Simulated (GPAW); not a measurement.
# Ti2O (P-3m1) in GPAW: further runs

One crystal, Ti2O, is run at these levels: PBEsol; tasks: relaxation of cell and atoms.

All numbers are computed with GPAW 26.7.0; they aren't measurements. Logs are shortened: lines on timing, memory, paths and dates and some standing lists are left out, and cuts for length are marked. The log counts tension as positive stress, the text compression.

**1. Starting point**

Symmetry: P-3m1, No. 164, trigonal system. The conventional cell has a = 2.919 Å, b = 2.919 Å, c = 4.713 Å, α = 90.00°, β = 90.00°, γ = 120.00°. Ti (site symmetry 3m) has 3 O at 2.14 Å as nearest neighbours. O (site symmetry -3m) has 6 Ti at 2.14 Å as nearest neighbours.

**2. Relaxation of cell and atoms, PBEsol**

File run.py:

```python
from ase import Atoms
from ase.filters import FrechetCellFilter
from ase.io import write
from ase.optimize import BFGS
from gpaw import GPAW, PW, setup_paths

setup_paths.insert(0, '.')

atoms = Atoms(['Ti', 'Ti', 'O'],
              cell=[[2.9194, 0.0, 0.0],
                    [-1.4597, 2.5282745638, 0.0],
                    [0.0, 0.0, 4.713]],
              scaled_positions=[[0.3333333333, 0.6666666667, 0.72126],
                                [0.6666666667, 0.3333333333, 0.27874],
                                [0.0, 0.0, 0.0]],
              pbc=True)

calc = GPAW(mode=PW(800),
            xc='PBEsol',
            kpts={'size': (7, 7, 4), 'gamma': True},
            occupations={'name': 'fermi-dirac', 'width': 0.05},
            nbands=29,
            convergence={'density': 1e-05, 'forces': 0.0001},
            maxiter=150,
            txt='gpaw.txt')
atoms.calc = calc
opt = BFGS(FrechetCellFilter(atoms), trajectory='relax.traj', logfile='-')
done = opt.run(fmax=0.02, steps=60)
calc.write('gs.gpw')
write('result.traj', atoms)
print('Converged:', done)
print('Cell:', atoms.cell.cellpar().round(4))
print('Volume:', round(atoms.get_volume(), 4))
print(atoms.get_scaled_positions().round(5))
```

Potentials or basis: PAW data sets generated in the run's folder for this functional, pw.

Run with:

```bash
$ gpaw-setup -f PBEsol O Ti
$ OMP_NUM_THREADS=1 python run.py
```

gpaw.txt:

```text
__  _  _
 | _ |_)|_||  |
 |__||  | ||/\| - 26.7.0

Input parameters:
  mode=PW(ecut=800.0),
  convergence={'density': 1e-05, 'forces': 0.0001},
  kpts=MonkhorstPack(size=(7, 7, 4), gamma=True),
  maxiter=150,
  nbands=29,
  occupations=Occupations(name='fermi-dirac', width=0.05),
  xc=XC(name='PBEsol')

Diagonalizing LCAO Hamiltonian
Converting LCAO to pw mode

        Ti

           Ti

       O

Atoms  # Å, Bohr magnetons
|   | symbol |         x |        y |        z |    initial magnetic moments |
|---|--------|-----------|----------|----------|-----------------------------|
| 0 |     Ti | -0.000000 | 1.685516 | 3.399298 | ( 0.0000,  0.0000,  0.0000) |
| 1 |     Ti |  1.459700 | 0.842758 | 1.313702 | ( 0.0000,  0.0000,  0.0000) |
| 2 |      O |  0.000000 | 0.000000 | 0.000000 | ( 0.0000,  0.0000,  0.0000) |

Unit cell  # Å
| periodic |         x |        y |        z |  lengths |     angles |
|----------|-----------|----------|----------|----------|------------|
|      yes |  2.919400 | 0.000000 | 0.000000 | 2.919400 |  90.000000 |
|      yes | -1.459700 | 2.528275 | 0.000000 | 2.919400 |  90.000000 |
|      yes |  0.000000 | 0.000000 | 4.713000 | 4.713000 | 120.000000 |

Number of symmetries: 12
Symmetry operations  # r_c * U_cc + t_c -> r_c
|    | kind |            matrix            |
|----|------|------------------------------|
|  0 |  σ   |  1, 1, 0,  0,-1, 0,  0, 0, 1 |
|  1 |  S6  |  1, 1, 0, -1, 0, 0,  0, 0,-1 |
|  2 |  E   |  1, 0, 0,  0, 1, 0,  0, 0, 1 |
|  3 |  C2  |  1, 0, 0, -1,-1, 0,  0, 0,-1 |
|  4 |  C2  |  0, 1, 0,  1, 0, 0,  0, 0,-1 |
|  5 |  C3  |  0, 1, 0, -1,-1, 0,  0, 0, 1 |
|  6 |  S6  |  0,-1, 0,  1, 1, 0,  0, 0,-1 |
|  7 |  σ   |  0,-1, 0, -1, 0, 0,  0, 0, 1 |
|  8 |  σ   | -1, 0, 0,  1, 1, 0,  0, 0, 1 |
|  9 |  i   | -1, 0, 0,  0,-1, 0,  0, 0,-1 |
| 10 |  C3  | -1,-1, 0,  1, 0, 0,  0, 0, 1 |
| 11 |  C2  | -1,-1, 0,  0, 1, 0,  0, 0,-1 |
[... 202 lines left out ...]
Forces  # eV/Ang
|        x |        y |        z |
|----------|----------|----------|
|  0.00000 |  0.00000 |  1.30768 |  # Ti   0
| -0.00000 | -0.00000 | -1.30768 |  # Ti   1
|  0.00000 | -0.00000 |  0.00000 |  # O    2

Interpolating wave functions to new cell

        Ti

           Ti

       O

Atoms  # Å, Bohr magnetons
|   | symbol |         x |         y |         z |    initial magnetic moments |
|---|--------|-----------|-----------|-----------|-----------------------------|
| 0 |     Ti | -0.000000 |  1.687751 |  3.427757 | ( 0.0000,  0.0000,  0.0000) |
| 1 |     Ti |  1.461635 |  0.843875 |  1.298725 | ( 0.0000,  0.0000,  0.0000) |
| 2 |      O |  0.000000 | -0.000000 | -0.000000 | ( 0.0000,  0.0000,  0.0000) |

Unit cell  # Å
| periodic |         x |        y |        z |  lengths |     angles |
|----------|-----------|----------|----------|----------|------------|
|      yes |  2.923270 | 0.000000 | 0.000000 | 2.923270 |  90.000000 |
|      yes | -1.461635 | 2.531626 | 0.000000 | 2.923270 |  90.000000 |
|      yes |  0.000000 | 0.000000 | 4.726482 | 4.726482 | 120.000000 |

Number of symmetries: 12
Symmetry operations  # r_c * U_cc + t_c -> r_c
|    | kind |            matrix            |
|----|------|------------------------------|
|  0 |  σ   |  1, 1, 0,  0,-1, 0,  0, 0, 1 |
|  1 |  S6  |  1, 1, 0, -1, 0, 0,  0, 0,-1 |
|  2 |  E   |  1, 0, 0,  0, 1, 0,  0, 0, 1 |
|  3 |  C2  |  1, 0, 0, -1,-1, 0,  0, 0,-1 |
|  4 |  C2  |  0, 1, 0,  1, 0, 0,  0, 0,-1 |
|  5 |  C3  |  0, 1, 0, -1,-1, 0,  0, 0, 1 |
|  6 |  S6  |  0,-1, 0,  1, 1, 0,  0, 0,-1 |
|  7 |  σ   |  0,-1, 0, -1, 0, 0,  0, 0, 1 |
|  8 |  σ   | -1, 0, 0,  1, 1, 0,  0, 0, 1 |
|  9 |  i   | -1, 0, 0,  0,-1, 0,  0, 0,-1 |
| 10 |  C3  | -1,-1, 0,  1, 0, 0,  0, 0, 1 |
| 11 |  C2  | -1,-1, 0,  0, 1, 0,  0, 0,-1 |
[... 682 lines left out ...]
No gap
No difference between direct/indirect transitions

Stress tensor  # eV/Ang^3
|         x |         y |        z |
|-----------|-----------|----------|
| -0.012839 |  0.000000 | 0.000000 |
|  0.000000 | -0.012839 | 0.000000 |
|  0.000000 |  0.000000 | 0.004561 |

Forces  # eV/Ang
|       x |        y |        z |
|---------|----------|----------|
| 0.00000 |  0.00000 | -0.01797 |  # Ti   0
| 0.00000 | -0.00000 |  0.01797 |  # Ti   1
| 0.00000 |  0.00000 |  0.00000 |  # O    2

Interpolating wave functions to new cell

        Ti

           Ti

       O

Atoms  # Å, Bohr magnetons
|   | symbol |         x |         y |        z |    initial magnetic moments |
|---|--------|-----------|-----------|----------|-----------------------------|
| 0 |     Ti | -0.000000 |  1.700100 | 3.501341 | ( 0.0000,  0.0000,  0.0000) |
| 1 |     Ti |  1.472329 |  0.850050 | 1.257034 | ( 0.0000,  0.0000,  0.0000) |
| 2 |      O | -0.000000 | -0.000000 | 0.000000 | ( 0.0000,  0.0000,  0.0000) |
[... 213 lines left out ...]
No gap
No difference between direct/indirect transitions

Stress tensor  # eV/Ang^3
|         x |         y |        z |
|-----------|-----------|----------|
| -0.007744 | -0.000000 | 0.000000 |
| -0.000000 | -0.007744 | 0.000000 |
|  0.000000 |  0.000000 | 0.007794 |

Forces  # eV/Ang
|        x |       y |        z |
|----------|---------|----------|
|  0.00000 | 0.00000 | -0.05304 |  # Ti   0
| -0.00000 | 0.00000 |  0.05304 |  # Ti   1
| -0.00000 | 0.00000 |  0.00000 |  # O    2

Interpolating wave functions to new cell

        Ti

           Ti

       O

Atoms  # Å, Bohr magnetons
|   | symbol |         x |         y |        z |    initial magnetic moments |
|---|--------|-----------|-----------|----------|-----------------------------|
| 0 |     Ti | -0.000000 |  1.703742 | 3.499313 | ( 0.0000,  0.0000,  0.0000) |
| 1 |     Ti |  1.475484 |  0.851871 | 1.255382 | ( 0.0000,  0.0000,  0.0000) |
| 2 |      O | -0.000000 | -0.000000 | 0.000000 | ( 0.0000,  0.0000,  0.0000) |

Unit cell  # Å
| periodic |         x |        y |         z |  lengths |     angles |
|----------|-----------|----------|-----------|----------|------------|
|      yes |  2.950968 | 0.000000 | -0.000000 | 2.950968 |  90.000000 |
|      yes | -1.475484 | 2.555613 |  0.000000 | 2.950968 |  90.000000 |
|      yes |  0.000000 | 0.000000 |  4.754695 | 4.754695 | 120.000000 |

Number of symmetries: 12
Symmetry operations  # r_c * U_cc + t_c -> r_c
|    | kind |            matrix            |
|----|------|------------------------------|
|  0 |  σ   |  1, 1, 0,  0,-1, 0,  0, 0, 1 |
|  1 |  S6  |  1, 1, 0, -1, 0, 0,  0, 0,-1 |
|  2 |  E   |  1, 0, 0,  0, 1, 0,  0, 0, 1 |
|  3 |  C2  |  1, 0, 0, -1,-1, 0,  0, 0,-1 |
|  4 |  C2  |  0, 1, 0,  1, 0, 0,  0, 0,-1 |
|  5 |  C3  |  0, 1, 0, -1,-1, 0,  0, 0, 1 |
|  6 |  S6  |  0,-1, 0,  1, 1, 0,  0, 0,-1 |
|  7 |  σ   |  0,-1, 0, -1, 0, 0,  0, 0, 1 |
|  8 |  σ   | -1, 0, 0,  1, 1, 0,  0, 0, 1 |
|  9 |  i   | -1, 0, 0,  0,-1, 0,  0, 0,-1 |
| 10 |  C3  | -1,-1, 0,  1, 0, 0,  0, 0, 1 |
| 11 |  C2  | -1,-1, 0,  0, 1, 0,  0, 0,-1 |
[... 679 lines left out ...]
No gap
No difference between direct/indirect transitions

Stress tensor  # eV/Ang^3
|        x |        y |        z |
|----------|----------|----------|
| 0.002079 | 0.000000 | 0.000000 |
| 0.000000 | 0.002079 | 0.000000 |
| 0.000000 | 0.000000 | 0.005446 |

Forces  # eV/Ang
|        x |       y |        z |
|----------|---------|----------|
| -0.00000 | 0.00000 |  0.02367 |  # Ti   0
|  0.00000 | 0.00000 | -0.02367 |  # Ti   1
|  0.00000 | 0.00000 |  0.00000 |  # O    2

Interpolating wave functions to new cell

        Ti

           Ti

       O

Atoms  # Å, Bohr magnetons
|   | symbol |         x |         y |        z |    initial magnetic moments |
|---|--------|-----------|-----------|----------|-----------------------------|
| 0 |     Ti | -0.000000 |  1.706709 | 3.483959 | ( 0.0000,  0.0000,  0.0000) |
| 1 |     Ti |  1.478053 |  0.853354 | 1.253305 | ( 0.0000,  0.0000,  0.0000) |
| 2 |      O | -0.000000 | -0.000000 | 0.000000 | ( 0.0000,  0.0000,  0.0000) |
[... 194 lines left out ...]
|          6 |       -22.546 |     2.000 |
|          7 |       -22.527 |     2.000 |
|          8 |       -10.717 |     2.000 |
|          9 |         2.583 |     2.000 |
|         10 |         4.159 |     2.000 |
|         11 |         4.159 |     2.000 |
[... 8 lines left out ...]
|         20 |        11.579 |     0.000 |
|         21 |        14.487 |     0.000 |
|        ... |               |           |
|         28 |        27.195 |     0.000 |

No gap
No difference between direct/indirect transitions

Stress tensor  # eV/Ang^3
|        x |         y |         z |
|----------|-----------|-----------|
| 0.001537 |  0.000000 |  0.000000 |
| 0.000000 |  0.001537 | -0.000000 |
| 0.000000 | -0.000000 |  0.002637 |

Forces  # eV/Ang
|       x |       y |        z |
|---------|---------|----------|
| 0.00000 | 0.00000 |  0.03256 |  # Ti   0
| 0.00000 | 0.00000 | -0.03256 |  # Ti   1
| 0.00000 | 0.00000 |  0.00000 |  # O    2

Interpolating wave functions to new cell

        Ti

           Ti

       O
[... 464 lines left out ...]
No gap
No difference between direct/indirect transitions

Stress tensor  # eV/Ang^3
|         x |         y |         z |
|-----------|-----------|-----------|
| -0.000012 |  0.000000 |  0.000000 |
| -0.000000 | -0.000012 | -0.000000 |
|  0.000000 | -0.000000 | -0.000242 |

Forces  # eV/Ang
|       x |        y |        z |
|---------|----------|----------|
| 0.00000 | -0.00000 |  0.00618 |  # Ti   0
| 0.00000 |  0.00000 | -0.00618 |  # Ti   1
| 0.00000 |  0.00000 |  0.00000 |  # O    2

# Writing to gs.gpw (mode='')
```

Run time: 3.3 min. Hardware: 1 thread of Arm Neoverse V2, shared host; peak memory 0.29 GiB.

What came out:

| Property | Result |
| --- | --- |
| Free energy | -25.5482 eV |
| Relaxed volume | 11.93 Å³/atom |
| Relaxed cell | a = 2.956 Å, b = 2.956 Å, c = 4.731 Å, α = 90.00°, β = 90.00°, γ = 120.00° |
| Space group after relaxing (to 0.05 Å) | P-3m1 (No. 164) |
| Energy gained by relaxing | 34.4 meV/atom |
| Ionic steps | 11 |
| Pressure after relaxing | 0.0 GPa |
| Largest force after relaxing | 0.006 eV/Å |
| Band gap on the k mesh | none (metal or under the smearing width) |

Forces in eV/Å, atoms in the order of the input:
```
Ti   0.000  0.000  0.006
Ti   0.000  0.000 -0.006
O    0.000  0.000  0.000
```

Step by step:
| step | energy change (eV) | largest force (eV/Å) | pressure (GPa) | volume (Å³) |
| --- | --- | --- | --- | --- |
| 1 | 0.0000 | 1.3077 | 5.33 | 34.79 |
| 2 | -0.0486 | 0.8892 | 4.13 | 34.98 |
| 3 | -0.0976 | 0.0711 | 1.73 | 35.47 |
| 4 | -0.0996 | 0.0180 | 1.13 | 35.59 |
| 5 | -0.1011 | 0.0530 | 0.41 | 35.73 |
| 6 | -0.1024 | 0.0401 | -0.28 | 35.86 |
| 7 | -0.1030 | 0.0028 | -0.57 | 35.90 |
| 8 | -0.1032 | 0.0237 | -0.51 | 35.89 |
| 9 | -0.1032 | 0.0326 | -0.31 | 35.85 |
| 10 | -0.1033 | 0.0216 | -0.07 | 35.81 |
| 11 | -0.1032 | 0.0062 | 0.01 | 35.80 |

Final structure:
```
Ti O
1.0
     2.95601    0.00000    0.00000
    -1.47801    2.55998    0.00000
     0.00000    0.00000    4.73112
Ti O
2 1
Cartesian
  0.0000 1.7067 3.4811
  1.4780 0.8533 1.2500
  0.0000 0.0000 0.0000
```

Levels at points of the mesh, in eV from the Fermi level:
```tsv
k point	band 11	band 12	band 13	band 14	band 15	band 16	band 17	band 18	band 19	band 20
(0.00, 0.00, 0.00)	-6.32	-6.32	-3.69	-0.08	0.17	0.53	0.53	1.02	1.02	1.13
(0.00, 0.00, 0.50)	-6.39	-6.39	-1.79	-1.64	0.05	0.05	1.26	1.98	1.98	2.09
```

Caveat: later steps reuse the first step's grids; semilocal functionals often make such compounds metallic where correlation or magnetic order opens a gap, which also shifts bond lengths. Zero-point motion and thermal expansion aren't in these numbers.

**3. Relaxation of cell and atoms, PBEsol, target pressure 2 GPa, at which the enthalpy is minimised**

Edit run.py of step 2 so:

```diff
@@ -4,2 +4,3 @@
 from ase.optimize import BFGS
+from ase.units import GPa
 from gpaw import GPAW, PW, setup_paths
@@ -26,3 +27,3 @@
 atoms.calc = calc
-opt = BFGS(FrechetCellFilter(atoms), trajectory='relax.traj', logfile='-')
+opt = BFGS(FrechetCellFilter(atoms, scalar_pressure=2 * GPa), trajectory='relax.traj', logfile='-')
 done = opt.run(fmax=0.02, steps=60)
```

Potentials or basis: PAW data sets generated in the run's folder for this functional, pw.

Run with:

```bash
$ gpaw-setup -f PBEsol O Ti
$ OMP_NUM_THREADS=1 python run.py
```

Run time: 2.9 min. Hardware: 1 thread of Arm Neoverse V2, shared host; peak memory 0.31 GiB.

Results (log left out):

| Quantity | Value |
| --- | --- |
| Free energy | -25.5451 eV |
| Relaxed volume | 11.82 Å³/atom |
| Relaxed cell | a = 2.946 Å, b = 2.946 Å, c = 4.718 Å, α = 90.00°, β = 90.00°, γ = 120.00° |
| Space group after relaxing (to 0.05 Å) | P-3m1 (No. 164) |
| Energy change on relaxing (the enthalpy is what falls) | -33.4 meV/atom |
| Ionic steps | 10 |
| Pressure after relaxing | 1.9 GPa |
| Largest force after relaxing | 0.017 eV/Å |
| Band gap on the k mesh | none (metal or under the smearing width) |

Forces in eV/Å, atoms in the order of the input:
```
Ti   0.000  0.000  0.017
Ti   0.000  0.000 -0.017
O    0.000  0.000  0.000
```

Step by step:
```
step  energy change (eV)  largest force (eV/Å)  pressure (GPa)  volume (Å³)
   1              0.0000                1.3077            5.33        34.79
   2             -0.0464                0.8885            4.58        34.91
   3             -0.0925                0.0738            3.31        35.20
   4             -0.0949                0.0037            2.94        35.28
   5             -0.0975                0.0462            2.35        35.39
   6             -0.1000                0.0422            1.72        35.50
   7             -0.1011                0.0099            1.45        35.55
   8             -0.1012                0.0153            1.50        35.53
   9             -0.1008                0.0247            1.70        35.50
  10             -0.1003                0.0168            1.92        35.46
```

Final structure:
```yaml
crystal:
  lattice:
    - [2.94599, 0.00000, 0.00000]
    - [-1.47300, 2.55130, 0.00000]
    - [0.00000, 0.00000, 4.71845]
  atoms:
    - { symbol: Ti, position: [0.33333, 0.66667, 0.73532] }
    - { symbol: Ti, position: [0.66667, 0.33333, 0.26468] }
    - { symbol: O, position: [0.00000, 0.00000, 0.00000] }
```

Levels at points of the mesh, in eV from the Fermi level:
| k point | band 11 | band 12 | band 13 | band 14 | band 15 | band 16 | band 17 | band 18 | band 19 | band 20 |
| --- | --- | --- | --- | --- | --- | --- | --- | --- | --- | --- |
| (0.00, 0.00, 0.00) | -6.35 | -6.35 | -3.69 | -0.09 | 0.17 | 0.53 | 0.53 | 1.04 | 1.04 | 1.14 |
| (0.00, 0.00, 0.50) | -6.42 | -6.42 | -1.77 | -1.66 | 0.05 | 0.05 | 1.28 | 2.01 | 2.01 | 2.13 |

Caveat: later steps reuse the first step's grids; semilocal functionals often make such compounds metallic where correlation or magnetic order opens a gap, which also shifts bond lengths. Zero-point motion and thermal expansion aren't in these numbers.

**4. Relaxation of cell and atoms, PBEsol, target pressure 5 GPa, at which the enthalpy is minimised**

Edit run.py of step 3 so:

```diff
@@ -27,3 +27,3 @@
 atoms.calc = calc
-opt = BFGS(FrechetCellFilter(atoms, scalar_pressure=2 * GPa), trajectory='relax.traj', logfile='-')
+opt = BFGS(FrechetCellFilter(atoms, scalar_pressure=5 * GPa), trajectory='relax.traj', logfile='-')
 done = opt.run(fmax=0.02, steps=60)
```

Run with:

```bash
$ gpaw-setup -f PBEsol O Ti
$ OMP_NUM_THREADS=1 python run.py
```

Wall time 2.6 min (1 thread of Arm Neoverse V2, shared host); peak memory 0.28 GiB.

Results (log left out):

```
Free energy                                            : -25.5338 eV
Relaxed volume                                         : 11.66 Å³/atom
Relaxed cell                                           : a = 2.932 Å, b = 2.932 Å, c = 4.700 Å, α = 90.00°, β = 90.00°, γ = 120.00°
Space group after relaxing (to 0.05 Å)                 : P-3m1 (No. 164)
Energy change on relaxing (the enthalpy is what falls) : -29.7 meV/atom
Ionic steps                                            : 9
Pressure after relaxing                                : 4.8 GPa
Largest force after relaxing                           : 0.012 eV/Å
Band gap on the k mesh                                 : none (metal or under the smearing width)
```

Forces in eV/Å, atoms in the order of the input:
```
Ti   0.000  0.000  0.012
Ti   0.000  0.000 -0.012
O    0.000  0.000  0.000
```

Step by step:
| step | energy change (eV) | largest force (eV/Å) | pressure (GPa) | volume (Å³) |
| --- | --- | --- | --- | --- |
| 1 | 0.0000 | 1.3077 | 5.33 | 34.79 |
| 2 | -0.0427 | 0.8874 | 5.27 | 34.80 |
| 3 | -0.0808 | 0.0645 | 5.67 | 34.83 |
| 4 | -0.0823 | 0.0107 | 5.57 | 34.86 |
| 5 | -0.0857 | 0.0434 | 5.21 | 34.93 |
| 6 | -0.0888 | 0.0490 | 4.78 | 35.00 |
| 7 | -0.0901 | 0.0205 | 4.58 | 35.03 |
| 8 | -0.0898 | 0.0021 | 4.63 | 35.02 |
| 9 | -0.0890 | 0.0116 | 4.78 | 34.99 |

Final structure:
```
Ti O
1.0
     2.93197    0.00000    0.00000
    -1.46599    2.53916    0.00000
     0.00000    0.00000    4.70040
Ti O
2 1
Direct
  0.33333 0.66667 0.73490
  0.66667 0.33333 0.26510
  0.00000 0.00000 0.00000
```

Levels at points of the mesh, in eV from the Fermi level:
| k point | band 13 | band 14 | band 15 | band 16 | band 17 | band 18 |
| --- | --- | --- | --- | --- | --- | --- |
| (0.00, 0.00, 0.00) | -3.68 | -0.10 | 0.17 | 0.54 | 0.54 | 1.07 |
| (0.00, 0.00, 0.50) | -1.76 | -1.70 | 0.05 | 0.05 | 1.30 | 2.04 |

Caveat: later steps reuse the first step's grids; semilocal functionals often make such compounds metallic where correlation or magnetic order opens a gap, which also shifts bond lengths. Zero-point motion and thermal expansion aren't in these numbers.

**5. Overview**

```csv
cell,target pressure,gap on the mesh (eV),pressure (GPa),largest force (eV/Å)
relaxed,-,none,0.0,0.01
relaxed to 2 GPa,2 GPa,none,1.9,0.02
relaxed to 5 GPa,5 GPa,none,4.8,0.01
```

Alike in all rows: task relaxation of cell and atoms; level PBEsol; potentials or basis PAW data sets generated in the run's folder for this functional, pw; no spin polarisation; k mesh 7 × 7 × 4; cutoff (eV) 800; smearing fermi-dirac 0.05 eV.

Caveats: later steps reuse the first step's grids; semilocal functionals often make such compounds metallic where correlation or magnetic order opens a gap, which also shifts bond lengths.

Absolute energies hang on the potentials; compare differences alone.
